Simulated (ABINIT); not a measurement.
Crystal: Ge.

```xyz
1
Lattice="1.3971 -2.6005 0.0000 1.3971 2.6005 0.0000 0.0000 0.0000 2.6982" Properties=species:S:1:pos:R:3 pbc="T T T"
Ge    1.3971    0.0000    0.0000
```

This isn't the form of Ge at room conditions, which is diamond.

Base run:

| Item | Value |
| --- | --- |
| Program | ABINIT 10.8.3 (patched build) |
| Functional | r2SCAN |
| Potentials or basis | JTH PAW PBE v2.0 |
| Cutoff | 707 eV |
| k mesh | 11 × 11 × 10 |
| Occupations | fermi-dirac, width 0.05 eV |
| Spin | no spin polarisation |

Its results: band gap on the k mesh none (metal or under the smearing width); pressure -2.8 GPa.

The run is repeated on the same cell with these changes: functional from r2SCAN to SCAN. What comes out?

Band gap on the k mesh none (metal or under the smearing width); pressure -3.5 GPa.

Caveats: the PAW data sets were made with another functional, which shifts forces and pressure a little.
